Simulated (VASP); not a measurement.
# CdTe in VASP 6.6.1, relaxation

INCAR

```
ENCUT = 600
NBANDS = 16
LREAL = .FALSE.
ISIF = 3
NSW = 40
NELM = 99
LASPH = .TRUE.
SIGMA = 0.02
LCHARG = .FALSE.
GGA = CA
ISMEAR = -1
IBRION = 2
EDIFF = 1E-7
PREC = Accurate
EDIFFG = 0.001
LWAVE = .FALSE.
```

KPOINTS

```
KPOINTS created by Atomic Simulation Environment
0
Gamma
6 6 6
0 0 0
```

POSCAR

```
Cd Te
 1.0000000000000000
     0.0000000000000000    3.0655637050651565    3.0655637050651565
     3.0655637050651565    0.0000000000000000    3.0655637050651565
     3.0655637050651565    3.0655637050651565    0.0000000000000000
 Cd  Te
   1   1
Cartesian
  0.0000000000000000  0.0000000000000000  0.0000000000000000
  3.0655637050651565  3.0655637050651565  3.0655637050651565
```

The recommended LDA PAW datasets give the neutral cell 18 valence electrons.

Command

```
mpirun -np 1 vasp_std
```

OSZICAR

```
N       E                     dE             d eps       ncg     rms          rms(c)
DAV:   1     0.105400704859E+03    0.10540E+03   -0.91380E+03   536   0.111E+03
DAV:   2    -0.236357643344E+01   -0.10776E+03   -0.10166E+03   624   0.254E+02
DAV:   3    -0.597164598981E+01   -0.36081E+01   -0.35660E+01   624   0.458E+01
DAV:   4    -0.599758202444E+01   -0.25936E-01   -0.25934E-01   728   0.374E+00
DAV:   5    -0.599781368408E+01   -0.23166E-03   -0.23166E-03   632   0.270E-01    0.529E+00
DAV:   6    -0.573668500624E+01    0.26113E+00   -0.41277E-01   600   0.757E+00    0.444E+00
DAV:   7    -0.571871487801E+01    0.17970E-01   -0.71222E-02   592   0.190E+00    0.171E+00
DAV:   8    -0.571638081049E+01    0.23341E-02   -0.10444E-02   560   0.120E+00    0.416E-01
DAV:   9    -0.571589434590E+01    0.48646E-03   -0.17497E-03   608   0.471E-01    0.738E-02
DAV:  10    -0.571584423807E+01    0.50108E-04   -0.17589E-04   608   0.159E-01    0.417E-02
...
DAV:   1    -0.592534507769E+01   -0.13841E+00   -0.25136E+00   624   0.187E+01    0.294E+00
DAV:   2    -0.580973061985E+01    0.11561E+00   -0.26545E-01   584   0.743E+00    0.984E-01
DAV:   3    -0.579719594006E+01    0.12535E-01   -0.23385E-02   592   0.162E+00    0.842E-01
DAV:   4    -0.579544354817E+01    0.17524E-02   -0.21429E-03   544   0.324E-01    0.206E-01
DAV:   5    -0.579533930375E+01    0.10424E-03   -0.22732E-04   528   0.185E-01    0.790E-02
DAV:   6    -0.579534495287E+01   -0.56491E-05   -0.47754E-05   584   0.847E-02    0.291E-02
DAV:   7    -0.579534385749E+01    0.10954E-05   -0.65410E-06   648   0.362E-02    0.584E-03
DAV:   8    -0.579534405719E+01   -0.19970E-06   -0.95502E-07   536   0.825E-03    0.388E-03
DAV:   9    -0.579534404525E+01    0.11945E-07   -0.30842E-08   272   0.144E-03
   3 F= -.57953440E+01 E0= -.57939921E+01  d E =-.794980E-01
```

From OUTCAR

```
k-points           NKPTS =     16   k-points in BZ     NKDIM =     16   number of bands    NBANDS=     16

   NELECT =      18.0000    total number of electrons

   dimension x,y,z NGX =    36 NGY =   36 NGZ =   36
   dimension x,y,z NGXF=    72 NGYF=   72 NGZF=   72

  energy-cutoff  :      600.00
  volume of cell :       52.52
      direct lattice vectors                 reciprocal lattice vectors
     0.000000000  2.972322031  2.972322031    -0.168218650  0.168218650  0.168218650
     2.972322031  0.000000000  2.972322031     0.168218650 -0.168218650  0.168218650
     2.972322031  2.972322031  0.000000000     0.168218650  0.168218650 -0.168218650

 k-points in reciprocal lattice and weights: KPOINTS created by Atomic Simulation Env
   0.00000000  0.00000000  0.00000000       0.005
   0.16666667  0.00000000  0.00000000       0.037
   0.33333333  0.00000000  0.00000000       0.037
   0.50000000  0.00000000  0.00000000       0.019
   0.16666667  0.16666667  0.00000000       0.028
   0.33333333  0.16666667  0.00000000       0.111
   0.50000000  0.16666667  0.00000000       0.111
  -0.33333333  0.16666667  0.00000000       0.111
   ...

 E-fermi :   4.6757

 k-point     1 :       0.0000    0.0000    0.0000
  band No.  band energies     occupation
      1      -7.5378      2.00000
      2      -3.8644      2.00000
      3      -3.8644      2.00000
      4      -3.8168      2.00000
      5      -3.8168      2.00000
      6      -3.8168      2.00000
      7       4.0762      2.00000
      8       4.0762      2.00000
      9       4.0762      2.00000
     10       5.1687      0.00000
     11      11.7587      0.00000
     12      11.7587      0.00000
     13      11.7587      0.00000
     14      12.4324      0.00000
     15      12.4324      0.00000
     16      12.4324      0.00000

 k-point     2 :       0.1667    0.0000    0.0000
  band No.  band energies     occupation
      1      -7.2885      2.00000
      2      -3.9116      2.00000
      3      -3.9116      2.00000
      4      -3.8313      2.00000
      5      -3.7929      2.00000
      6      -3.7929      2.00000
      7       1.9894      2.00000
      8       4.1856      2.00000
      9       4.1856      2.00000
     10       6.9107      0.00000
     11      10.3527      0.00000
     12      10.7258      0.00000
     13      10.7258      0.00000
     14      12.1389      0.00000
     15      12.5224      0.00000
     16      12.5224      0.00000

 k-point     3 :       0.3333    0.0000    0.0000
  band No.  band energies     occupation
      1      -6.6656      2.00000
      2      -4.0100      2.00000
      3      -4.0100      2.00000
      4      -3.8848      2.00000
      5      -3.7376      2.00000
      6      -3.7376      2.00000
      7      -0.1203      2.00000
      8       4.4550      1.99997
      9       4.4550      1.99997
     10       7.4194      0.00000
     11       9.1223      0.00000
     12       9.1223      0.00000
     13       9.8017      0.00000
     14      13.0742      0.00000
     15      14.0670      0.00000
     16      14.0670      0.00000

 ...

  Total        0.0048232      0.0048232      0.0048232     -0.0000000      0.0000000      0.0000000
  in kB        0.1471382      0.1471382      0.1471382     -0.0000000      0.0000000      0.0000000
  external PRESSURE =       0.1471382 kB  Pullay stress =       0.0000000 kB

 POSITION                                       TOTAL-FORCE (eV/Angst)
 -----------------------------------------------------------------------------------
      0.00000      0.00000      0.00000         0.000000     -0.000000     -0.000000
      2.97232      2.97232      2.97232         0.000000      0.000000      0.000000
 -----------------------------------------------------------------------------------
    total drift:                               -0.000000      0.000000      0.000000

  FREE ENERGIE OF THE ION-ELECTRON SYSTEM (eV)
  ---------------------------------------------------
  free  energy   TOTEN  =        -5.7953440453 eV

  energy  without entropy=       -5.7926400555  energy(sigma->0) =       -5.79399205
```

| ionic step | ΔE (meV/atom) | volume (Å³) | largest force (eV/Å) | pressure (GPa) | electronic steps |
| --- | --- | --- | --- | --- | --- |
| 1 | 0.0 | 57.62 | 0.000 | -4.55 | 14 |
| 2 | -35.5 | 51.06 | 0.000 | 1.89 | 9 |
| 3 | -39.7 | 52.52 | 0.000 | 0.01 | 9 |

It converged. Results: relaxed cell vector lengths 4.203, 4.203, 4.203 Å; relaxed cell volume 52.52 Å³.

For comparison, a separate LDA relaxation on usual settings, not on those above, ends at 52.52 Å³.

The run above took about 47 s on one core of a shared host (Intel Xeon Platinum 8488C) and held 0.18 GiB at most.
